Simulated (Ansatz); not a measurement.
Sc on an Al site in AlN, calculated

Level of theory: PBEsol, no spin polarisation, scalar-relativistic; Ansatz, plane waves to 420 eV (PAW set soft_2), k-mesh 2×2×2 shifted by half a step.

The relaxed host crystal (Kohn–Sham gap 4.09 eV):

```
Al N
1.0
     3.11378    0.00000    0.00000
    -1.55689    2.69661    0.00000
     0.00000    0.00000    4.98365
Al N
2 2
Direct
  0.66667 0.33333 0.49902
  0.33333 0.66667 0.99902
  0.66667 0.33333 0.88098
  0.33333 0.66667 0.38098
```

Supercell of 36 atoms, rows of the matrix [[2,1,-1],[-1,-2,-1],[-1,1,-1]] times the cell vectors; Sc on an Al site at (0.667, 0.333, 0.499) in fractions of the cell above. Atoms are relaxed at the host's cell.

Q: How does the lattice relax around the defect, and where do the electrons go?

A: Distances from the Sc atom (Å), by shell of the perfect crystal:

| shell | perfect crystal | relaxed, charge 0 |
| --- | --- | --- |
| 4 N | 1.89 | 2.03 (2.02 to 2.06) |
| 6 Al | 3.07 | 3.11 (3.07 to 3.14) |
| 1 N | 3.08 | 2.99 |
| 6 Al | 3.11 | 3.14 |

```tsv
charge	gap of the cell on the mesh (eV)	carriers
0	4.76	none in the bands
```

On this mesh the host's own supercell has a gap of 5.15 eV.

Formation energy of the neutral defect: 0.10 eV, taking atoms from and to the elements' standard states (no corrections for gases), so it belongs to those chemical potentials alone.

Caveats: semilocal functionals make gaps too small, which shifts levels too; small supercell, so energies and levels can be off by tenths of an eV; the atoms kept the symmetry of the start, so a distorted state could lie lower.

Scandium substitutes for aluminium as an isovalent trivalent ion, so the neutral defect leaves no carriers in the bands. The main response is steric: the larger Sc ion pushes its four nearest N neighbours from 1.89 Å to a mean of 2.03 Å, while the surrounding Al shells expand far less. The exception is the more distant single N, which draws closer, from 3.08 to 2.99 Å. This contact is still much too long for a normal Sc–N bond, but the shift suggests the onset of scandium's known preference for higher coordination, which flattens the wurtzite structure in Sc-rich alloys.

The gap on the mesh narrows from 5.15 to 4.76 eV, probably because empty Sc 3d states mix into the lower conduction states. It remains above the host's 4.09 eV gap, which indicates that the mesh misses the band-edge states, so the narrowing is no evidence of a level inside the true gap. Nor does the small formation energy establish solubility, which depends on competition with rocksalt ScN.
